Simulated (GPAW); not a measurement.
# Sn (I4_1/amd) in GPAW: further runs

Runs on Sn. Level: PBE. Tasks: single point.

Everything below comes from runs of GPAW 26.7.0. Logs are shortened: lines on timing, memory, paths and dates and some standing lists are left out, and cuts for length are marked. The log counts tension as positive stress, the text compression.

**1. The structure**

It takes space group I4_1/amd (No. 141, tetragonal). The conventional cell has a = 5.880 Å, b = 5.880 Å, c = 3.199 Å, α = 90.00°, β = 90.00°, γ = 90.00°. Sn (site symmetry -4m2) has 6 Sn at 3.05 to 3.20 Å as nearest neighbours.

**2. Single point, PBE**

The input, run.py:

```python
from ase import Atoms
from ase.dft.bandgap import bandgap
from ase.io import write
from ase.units import GPa
from gpaw import GPAW, PW

atoms = Atoms(['Sn', 'Sn'],
              cell=[[-2.9401404553, 2.9401404553, 1.5993019889],
                    [2.9401404553, -2.9401404553, 1.5993019889],
                    [2.9401404553, 2.9401404553, -1.5993019889]],
              scaled_positions=[[0.0, 0.0, 0.0],
                                [0.75, 0.25, 0.5]],
              pbc=True)

calc = GPAW(mode=PW(600),
            xc='PBE',
            kpts={'size': (9, 9, 9), 'gamma': True},
            occupations={'name': 'methfessel-paxton', 'order': 0, 'width': 0.015},
            nbands=24,
            convergence={'density': 1e-05, 'energy': 1e-05},
            maxiter=150,
            txt='gpaw.txt')
atoms.calc = calc
energy = atoms.get_potential_energy()
forces = atoms.get_forces()
stress = atoms.get_stress()
calc.write('gs.gpw')
write('result.traj', atoms)
print(f'Energy: {energy:.6f} eV')
print('Forces (eV/A):')
print(forces.round(4))
print('Stress (GPa):', (stress / GPa).round(3))
print('Fermi level:', round(calc.get_fermi_level(), 4), 'eV')
print(f'Gap: {bandgap(calc)[0]:.4f} eV, direct: {bandgap(calc, direct=True)[0]:.4f} eV')
```

Potentials or basis: GPAW PAW data sets (gpaw-data 1.2.1), pw.

On the command line:

```console
> OMP_NUM_THREADS=1 python run.py
```

gpaw.txt:

```text
__  _  _
 | _ |_)|_||  |
 |__||  | ||/\| - 26.7.0

Input parameters:
  mode=PW(ecut=600.0),
  convergence={'density': 1e-05, 'energy': 1e-05},
  kpts=MonkhorstPack(size=(9, 9, 9), gamma=True),
  maxiter=150,
  nbands=24,
  occupations=Occupations(name='methfessel-paxton', order=0, width=0.015),
  xc=XC(name='PBE')

Diagonalizing LCAO Hamiltonian
Converting LCAO to pw mode

         Sn

       Sn

Atoms  # Å, Bohr magnetons
|   | symbol |        x |        y |        z |    initial magnetic moments |
|---|--------|----------|----------|----------|-----------------------------|
| 0 |     Sn | 0.000000 | 0.000000 | 0.000000 | ( 0.0000,  0.0000,  0.0000) |
| 1 |     Sn | 0.000000 | 2.940140 | 0.799651 | ( 0.0000,  0.0000,  0.0000) |

Unit cell  # Å
| periodic |         x |         y |         z |  lengths |     angles |
|----------|-----------|-----------|-----------|----------|------------|
|      yes | -2.940140 |  2.940140 |  1.599302 | 4.454954 |  97.404686 |
|      yes |  2.940140 | -2.940140 |  1.599302 | 4.454954 |  97.404686 |
|      yes |  2.940140 |  2.940140 | -1.599302 | 4.454954 | 137.923144 |

Number of symmetries: 8
Symmetry operations  # r_c * U_cc + t_c -> r_c
|   | kind |            matrix            |
|---|------|------------------------------|
| 0 |  σ   |  1, 1, 1,  0, 0,-1,  0,-1, 0 |
| 1 |  E   |  1, 0, 0,  0, 1, 0,  0, 0, 1 |
| 2 |  C2  |  0, 1, 0,  1, 0, 0, -1,-1,-1 |
| 3 |  S4  |  0, 0, 1, -1,-1,-1,  0, 1, 0 |
| 4 |  σ   |  0, 0,-1,  1, 1, 1, -1, 0, 0 |
| 5 |  C2  |  0,-1, 0, -1, 0, 0,  0, 0,-1 |
| 6 |  C2  | -1, 0, 0,  0,-1, 0,  1, 1, 1 |
| 7 |  S4  | -1,-1,-1,  0, 0, 1,  1, 0, 0 |

BZ-sampling:
  Number of BZ points: 729
  Number of IBZ points: 75

  Monkhorst-Pack size: [9, 9, 9]
  Monkhorst-Pack shift: [0, 0, 0]

K-points  # in reciprocal-cell coordinates
|     |                                coordinates |     weight |
|-----|--------------------------------------------|------------|
|   0 | (  0.00000000,   0.00000000,   0.00000000) | 0.00137174 |
|   1 | (  0.11111111,  -0.11111111,   0.00000000) | 0.00548697 |
|   2 | (  0.11111111,  -0.11111111,   0.11111111) | 0.00548697 |
|   3 | (  0.11111111,   0.00000000,   0.00000000) | 0.01097394 |
|   4 | (  0.11111111,   0.11111111,  -0.11111111) | 0.00274348 |
|   5 | (  0.22222222,  -0.22222222,   0.00000000) | 0.00548697 |
|   6 | (  0.22222222,  -0.22222222,   0.11111111) | 0.01097394 |
|   7 | (  0.22222222,  -0.22222222,   0.22222222) | 0.00548697 |
|   8 | (  0.22222222,  -0.11111111,   0.00000000) | 0.02194787 |
|   9 | (  0.22222222,  -0.11111111,   0.11111111) | 0.01097394 |
| ... |                                            |            |
|  74 | (  0.44444444,   0.44444444,   0.44444444) | 0.01097394 |

Plane wave coefficients: 1880
Cutoff: 600.0 eV

Spin-components: 1 (collinear spins)
Bands:           24
Projectors:      12
Spin-degeneracy: 2
Datatype:        complex128

Parallelization:
  kpt:    1
  domain: 1
  band:   1

Density:
  Valence electrons: 28.0
  Components: 1
  Grid points: [27 27 27]
  Charge: 0.0  # |e|

Potential:
  Grid points: [27 27 27]

species:
  Sn:
    name:    Tin
    Z:       50.0
    valence: 14
    core:    36
    charge:  0.0  # [|e|]
    compensation charges:
      type: gauss
      rc: 0.38  # [Å]
      lmax: 2
    cutoffs:
      filter: 2.23  # [Å]
      core: 2.35  # [Å]
    projectors
    | kind |    occ | energy [eV] | rcut [Å] |
    |------|--------|-------------|----------|
    |   5s |  2.000 |     -10.538 |    1.201 |
    |   5p |  2.000 |      -3.696 |    1.270 |
    |   4d | 10.000 |     -25.845 |    1.185 |
    |    s |        |      16.674 |    1.201 |
    |    p |        |      23.515 |    1.270 |
    |    d |        |       1.367 |    1.185 |

    Using partial waves for Sn as LCAO basis

Reference energy: -336021.386614  # eV

eigensolver:
  PPCG
  Converge bands: occupied
  niter=2

density mixing:
  MSR1-Mixer
  Pratt-step length: 0.05
  Maximum mixing coefficient: 0.75
  Old densities: 10
  SVD Regularization: 0.005
  Good broyden scale: 1.0
  Trust region scale: 1.0
  Backstep threshold: 4.0
  History deletion threshold: 6.0
  Fourier metric: weight=20.0, sigma=0.015

occupation numbers:
  Methfessel-Paxton:
    width: 0.0150  # eV
    order: 0

poisson solver:
  ecut: 4800.0  # eV

xc functional:
  name: PBE with 2 nearest neighbor stencil

convergence criteria:
- Maximum integral of absolute [dens]ity change: 1e-05 electrons / valence electron
- Maximum [total energy] change in last 3 cyles: 1e-05 eV / valence electron
- Maximum integral of absolute [eigenst]ate change: 4e-08 eV^2 / valence electron
maximum number of iterations: 150

SCF iterations
|iter     | |      energy | eigst |  dens |
|---------|-|-------------|-------|-------|
|iter:   1| |   -8.027845 | -0.05 |       |
|iter:   2| |   -8.028965 | -2.53 | -1.68 |
|iter:   3| |   -8.019503 | -2.71 | -1.71 |
|iter:   4| |   -8.022150 | -3.47 | -2.16 |
|iter:   5| |   -8.022554 | -4.46 | -2.76 |
|iter:   6| |   -8.022569 | -6.06 | -3.61 |
|iter:   7| |   -8.022569c| -7.18 | -4.28 |
|iter:   8| |   -8.022569c| -7.84c| -5.04c|

Converged in 8 steps
Energy contributions relative to reference atoms: (reference = -336021.386614)

Energy contributions:
  Kinetic:           9.031883
  Coulomb:          -8.496856
  Zero:              0.012847
  External:          0.000000
  Xc:               -8.570346
  Entropy:          -0.000195
  Spinorbit:         0.000000
  ----------------------------
  Free energy:      -8.022667
  Extrapolated:     -8.022569

dipole moment: (-16.426128, -3.457605, -5.407921)  # |e|*Ang

Fermi level: 6.904
Eigenvalues  # (at kpt = [0.000, 0.000, 0.000])
| band index |      eig [eV] | occ [0-2] |
|------------|---------------|-----------|
|          0 |       -14.717 |     2.000 |
|        ... |               |           |
|          6 |       -14.437 |     2.000 |
|          7 |       -14.437 |     2.000 |
|          8 |       -14.354 |     2.000 |
|          9 |       -14.249 |     2.000 |
|         10 |        -4.079 |     2.000 |
|         11 |         3.222 |     2.000 |
[... 8 lines left out ...]
|         20 |        17.303 |     0.000 |
|         21 |        17.997 |     0.000 |
|        ... |               |           |
|         23 |        18.356 |     0.000 |

No gap
No difference between direct/indirect transitions

Forces  # eV/Ang
|        x |       y |        z |
|----------|---------|----------|
|  0.00000 | 0.00000 | -0.00000 |  # Sn   0
| -0.00000 | 0.00000 | -0.00000 |  # Sn   1

Stress tensor  # eV/Ang^3
|         x |         y |         z |
|-----------|-----------|-----------|
| -0.007800 |  0.000000 |  0.000000 |
|  0.000000 | -0.007800 | -0.000000 |
|  0.000000 | -0.000000 | -0.005756 |

# Writing to gs.gpw (mode='')
```

Run time: 64 s. Hardware: 1 thread of Arm Neoverse V1, shared host; peak memory 0.22 GiB.

Results:

```yaml
Free_energy: -8.0227 eV
Pressure: 1.1 GPa
Band_gap_on_the_k_mesh: none (metal or under the smearing width)
```

**3. Single point, PBE**

Changes to run.py since step 2:

```diff
@@ -17,3 +17,3 @@
             kpts={'size': (9, 9, 9), 'gamma': True},
-            occupations={'name': 'methfessel-paxton', 'order': 0, 'width': 0.015},
+            occupations={'name': 'methfessel-paxton', 'order': 0, 'width': 0.016},
             nbands=24,
```

Potentials or basis: GPAW PAW data sets (gpaw-data 1.2.1), pw.

On the command line:

```console
> OMP_NUM_THREADS=1 python run.py
```

gpaw.txt:

```text
__  _  _
 | _ |_)|_||  |
 |__||  | ||/\| - 26.7.0

Input parameters:
  mode=PW(ecut=600.0),
  convergence={'density': 1e-05, 'energy': 1e-05},
  kpts=MonkhorstPack(size=(9, 9, 9), gamma=True),
  maxiter=150,
  nbands=24,
  occupations=Occupations(name='methfessel-paxton', order=0, width=0.016),
  xc=XC(name='PBE')

Diagonalizing LCAO Hamiltonian
Converting LCAO to pw mode

         Sn

       Sn

Atoms  # Å, Bohr magnetons
|   | symbol |        x |        y |        z |    initial magnetic moments |
|---|--------|----------|----------|----------|-----------------------------|
| 0 |     Sn | 0.000000 | 0.000000 | 0.000000 | ( 0.0000,  0.0000,  0.0000) |
| 1 |     Sn | 0.000000 | 2.940140 | 0.799651 | ( 0.0000,  0.0000,  0.0000) |

Unit cell  # Å
| periodic |         x |         y |         z |  lengths |     angles |
|----------|-----------|-----------|-----------|----------|------------|
|      yes | -2.940140 |  2.940140 |  1.599302 | 4.454954 |  97.404686 |
|      yes |  2.940140 | -2.940140 |  1.599302 | 4.454954 |  97.404686 |
[... 137 lines left out ...]

Energy contributions:
  Kinetic:           9.032697
  Coulomb:          -8.497648
  Zero:              0.012847
  External:          0.000000
  Xc:               -8.570352
  Entropy:          -0.000224
  Spinorbit:         0.000000
  ----------------------------
  Free energy:      -8.022681
  Extrapolated:     -8.022569

dipole moment: (-16.426196, -3.457551, -5.407924)  # |e|*Ang

Fermi level: 6.904
Eigenvalues  # (at kpt = [0.000, 0.000, 0.000])
| band index |      eig [eV] | occ [0-2] |
|------------|---------------|-----------|
|          0 |       -14.717 |     2.000 |
|        ... |               |           |
|          6 |       -14.437 |     2.000 |
|          7 |       -14.437 |     2.000 |
|          8 |       -14.354 |     2.000 |
|          9 |       -14.249 |     2.000 |
|         10 |        -4.079 |     2.000 |
|         11 |         3.222 |     2.000 |
[... 8 lines left out ...]
|         20 |        17.303 |     0.000 |
|         21 |        17.997 |     0.000 |
|        ... |               |           |
|         23 |        18.356 |     0.000 |

No gap
No difference between direct/indirect transitions

Forces  # eV/Ang
|        x |        y |       z |
|----------|----------|---------|
|  0.00000 | -0.00000 | 0.00000 |  # Sn   0
| -0.00000 |  0.00000 | 0.00000 |  # Sn   1

Stress tensor  # eV/Ang^3
|         x |         y |         z |
|-----------|-----------|-----------|
| -0.007789 |  0.000000 |  0.000000 |
|  0.000000 | -0.007789 | -0.000000 |
|  0.000000 | -0.000000 | -0.005790 |

# Writing to gs.gpw (mode='')
```

stdout:

```text
Energy: -8.022569 eV
Forces (eV/A):
[[ 0. -0.  0.]
 [-0.  0.  0.]]
Stress (GPa): [-1.248 -1.248 -0.928 -0.     0.     0.   ]
Fermi level: 6.9037 eV
Gap: 0.0000 eV, direct: 0.0000 eV
```

It took 65 s on 1 thread of Arm Neoverse V1, shared host; peak memory 0.22 GiB.

Results:

```
Free energy            : -8.0227 eV
Pressure               : 1.1 GPa
Band gap on the k mesh : none (metal or under the smearing width)
```
